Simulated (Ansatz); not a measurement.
**Calculated electric field gradients for H3OF**

The cell is a structure deposited in the COD, its atoms then relaxed with PBE in this cell.

```cif
data_H3OF
_symmetry_space_group_name_H-M 'Pnma'
_symmetry_Int_Tables_number 62
_cell_length_a 6.2100
_cell_length_b 4.1720
_cell_length_c 6.1950
_cell_angle_alpha 90.000
_cell_angle_beta 90.000
_cell_angle_gamma 90.000
loop_
_atom_site_label
_atom_site_type_symbol
_atom_site_symmetry_multiplicity
_atom_site_Wyckoff_symbol
_atom_site_fract_x
_atom_site_fract_y
_atom_site_fract_z
H1 H 8 d 0.3883 0.4540 0.2647
H9 H 4 c 0.3027 0.2500 0.0476
O O 4 c 0.4138 0.2500 0.1728
F F 4 c 0.3518 0.7500 0.3771
```

One atom of each set is listed.

Computed with Ansatz: DFT, r2SCAN, plane waves and PAW, scalar-relativistic, 500 eV cutoff, Γ-centred 4×5×4 k-points, Fermi–Dirac smearing 0.02 eV.

Conventions: |V_zz| ≥ |V_yy| ≥ |V_xx|, η = (V_xx − V_yy)/V_zz, C_Q = eQV_zz/h.

²H: I = 1, Q = 2.858 mb; O-17: I = 5/2, Q = -25.58 mb. Q values from Pyykkö, Mol. Phys. 116, 1328 (2018).

```csv
site,atoms,first shell,V_zz (10²¹ V/m²),η,C_Q (MHz)
H1,8,1 O at 1.04 Å; also 1 F at 1.44 Å,1.77,0.16,0.122
H9,4,1 O at 1.04 Å; also 1 F at 1.43 Å,1.72,0.20,0.119
O,4,3 H at 1.04 Å,-11.78,0.03,7.29
F,4,"3 O at 2.46–2.47 Å; also 3 H at 1.43–1.44 Å, 1 O at 3.15 Å, 2 F at 3.17 Å",-6.68,0.03,–
```

At H1 and H9 V_zz points along its bond to O (within 2°) in each case. At O and F V_zz stands upright on the plane through its three neighbours (within 1°) in each case.

F has no stable isotope with a ground-state quadrupole moment in the table, so no C_Q is given.

The largest force is 0.4 eV/Å, so the atoms aren't at the calculated equilibrium and relaxing them would move these values.

The run took 38 s of wall time (34 s of CPU time) and 0.78 GiB at its peak, on 1 thread of Arm Neoverse V2 (aarch64; 8 cores open to the job, memory cap 2.5 GiB, no GPU), a shared host with a load of 0.9 a core.
